The gap is the energy between the highest filled and the lowest empty electron state of the crystal. Silicon's atoms stay in the same places in every row, so a change of bond length cannot explain any difference below.

VASP calculations with GGA, meta-GGA and hybrid functionals, GW and BSE for silicon (Fd-3m, 2-atom cell with 3.849 Å edges, fixed geometry), without spin polarisation or spin–orbit coupling. The basis column gives the plane-wave cutoff; gaps are between orbital or quasiparticle levels, read along a band path or from chosen states.

```tsv
method	rung	potentials	basis	k mesh	smearing	gap read on	gap (eV)
PBE	GGA	VASP PAW PBE potentials, recommended	520 eV	8x8x8 2-atom cell	Fermi-Dirac 0.05eV	path	0.585
PBEsol	GGA	VASP PAW PBE potentials, recommended	520 eV	8x8x8 2-atom cell	Fermi-Dirac 0.05eV	path	0.468
LAK	meta-GGA	VASP PAW PBE potentials, recommended	520 eV	8x8x8 2-atom cell	Fermi-Dirac 0.05eV	path	1.175
TPSS	meta-GGA	VASP PAW PBE potentials, recommended	520 eV	8x8x8 2-atom cell	Fermi-Dirac 0.05eV	path	0.656
rSCAN	meta-GGA	VASP PAW PBE potentials, recommended	520 eV	8x8x8 2-atom cell	Fermi-Dirac 0.05eV	path	0.783
revTPSS	meta-GGA	VASP PAW PBE potentials, recommended	520 eV	8x8x8 2-atom cell	Fermi-Dirac 0.05eV	path	0.552
HSEsol	hybrid	VASP PAW PBE potentials, recommended	520 eV	4x4x4 2-atom cell	Fermi-Dirac 0.05eV	path	1.128
PBE BSE	many-body	VASP PAW PBE potentials, gw, light	450 eV	4x4x4 2-atom cell	gaussian 0.01eV	states chosen	1.142
PBE GW	many-body	VASP PAW PBE potentials, gw, light	450 eV	4x4x4 2-atom cell	gaussian 0.01eV	states chosen	1.298
```

### The first two rows: why does PBEsol give a smaller gap than PBE?

Both functionals build their potential from the density and its gradient, and PBEsol responds more weakly to the gradient. In the limit of no response, only the local density would count. Theory argues that this matters for the gap because filled states gather in the bonds, while the lowest empty states reach further into the open space between them. A gradient term acts differently in the two regions and so shifts the two edges unequally. This argument alone does not fix the direction of the change. The table supplies it: the weaker response costs 0.117 eV.

### The next four rows: does a higher rung mean a larger gap?

On average it does, but the name of the rung is a poor guide. The four meta-GGAs spread over 0.62 eV, more than twice the step of 0.27 eV between the average GGA and the average meta-GGA. revTPSS even falls below PBE. It differs from TPSS by a change in the gradient dependence akin to that from PBE to PBEsol, and its gap drops by a similar amount, 0.104 eV. The parallel supports the gradient explanation, though revTPSS changes other details as well.

### How can LAK open the gap so far without exact exchange?

A meta-GGA also uses the kinetic-energy density, which measures how rapidly the orbitals vary in space. If that dependence were switched off, every orbital would feel one common potential, as in a GGA. With it switched on, the potential acts on each orbital according to its shape, so filled and empty states can be pushed apart. How far depends on how strongly the functional is made to respond. That is the expected reason why LAK and TPSS share a rung and yet differ by half an electronvolt, though no run here tests it separately.

### The hybrid row: what does exact exchange add?

The limiting case is Hartree–Fock, with exact exchange in full. There a filled state is freed from repelling itself, while an empty state feels the repulsion of all the electrons, so the gap becomes far too wide. In runs on the same crystal, the direct gap at Γ, the centre of the Brillouin zone, is 6.7 eV larger in Hartree–Fock than in TPSS. Mixing a tenth of exact exchange into TPSS raises it by 0.6 eV, roughly a tenth of that distance. HSEsol mixes in a quarter, but only at short range, and lies 0.66 eV above PBEsol. The runs with exact exchange used a 4×4×4 mesh and those without it 8×8×8, so the mesh enters all three differences.

### What would change if the gap were read on the mesh instead of the path?

The gap would come out slightly too large. The valence top lies at Γ, which the mesh contains. The conduction minimum lies at roughly 0.85 of the way from Γ to the zone boundary X, where the 8×8×8 mesh has no point; its nearest one is at 0.75. Near the minimum the band is a parabola, so the energy missed is

ΔE = ħ²(Δk)²/2m,

where Δk is the distance to the mesh point and m the effective mass along this line, roughly 0.92 electron masses. The line is 1.15 Å⁻¹ long, so Δk = 0.10 × 1.15 = 0.115 Å⁻¹. With ħ²/2mₑ ≈ 3.8 eV Å², where mₑ is the electron mass, ΔE ≈ 3.8 × 0.115² / 0.92 ≈ 0.055 eV. Three functionals read both ways show 0.045 to 0.050 eV, so the estimate is slightly high, as a recalled position of the minimum allows.

### The last two rows: is GW really above the hybrid?

GW replaces the fixed share of exact exchange by exchange that the crystal's own electrons screen, which also opens the PBE gap. Its value lies 0.17 eV above HSEsol, but it was read on chosen states with a 4×4×4 mesh. If those states are mesh points, the nearest to the minimum is X, and the same parabola gives an excess of about 0.12 eV. Most of the lead over the hybrid could then come from the reading, and the potentials differ as well.

The BSE row lies 0.156 eV below GW, which is tempting to read as the binding of electron and hole. But the usual BSE excitations leave the crystal momentum unchanged, and in silicon those need roughly 3 eV. The 1.142 eV listed is therefore a gap between single-electron levels, in which the binding has no part. The table does not show why the two rows differ.

### Which digits can be trusted?

For the GGAs and meta-GGAs, which share mesh, potentials and reading, differences of a tenth of an electronvolt are most likely effects of the functional. All these runs use potentials made for PBE, though, and the error this brings to the other functionals was not tested. LAK's lead of 0.05 eV over HSEsol is too small for such a reading, because the mesh also changes between them. Of the measured gap, roughly 1.2 eV, the two GGAs give about half or less, a known failing of such functionals that no finer mesh would cure. For the rows that come close to it, even the first decimal needs care: zero-point motion of the atoms, absent here, narrows silicon's gap by roughly 0.06 eV. The printed output below lists the differences and both mesh estimates.

Printed output of the fit:

```
Gap relative to PBE:
      row  gap_eV  above_PBE_eV
      PBE   0.585             0
   PBEsol   0.468        -0.117
      LAK   1.175          0.59
     TPSS   0.656         0.071
    rSCAN   0.783         0.198
  revTPSS   0.552        -0.033
   HSEsol   1.128         0.543
  PBE BSE   1.142         0.557
   PBE GW   1.298         0.713
Highest less lowest gap in the table, eV: 0.83
Mean gap of the meta-GGAs less mean gap of the GGAs, eV: 0.265
Spread among the four meta-GGAs, eV: 0.623
PBE less PBEsol, eV: 0.117
TPSS less revTPSS, eV: 0.104
HSEsol less PBEsol, eV: 0.66
LAK less HSEsol, eV: 0.047
PBE GW less PBE BSE, eV: 0.156
PBE GW less HSEsol, eV: 0.17
Direct gap at Gamma, TPSSh less TPSS, eV: 0.5955
Direct gap at Gamma, HF less TPSS, eV: 6.693
Mesh gap less path gap, PBEsol 8x8x8, eV: 0.0462
Mesh gap less path gap, TPSS 8x8x8, eV: 0.045
Mesh gap less path gap, revTPSS 8x8x8, eV: 0.0498
Estimated excess of an 8x8x8 mesh, nearest point 0.75 of Gamma-X, eV: 0.05517
Estimated excess of a 4x4x4 mesh, nearest point X, eV: 0.1241
```
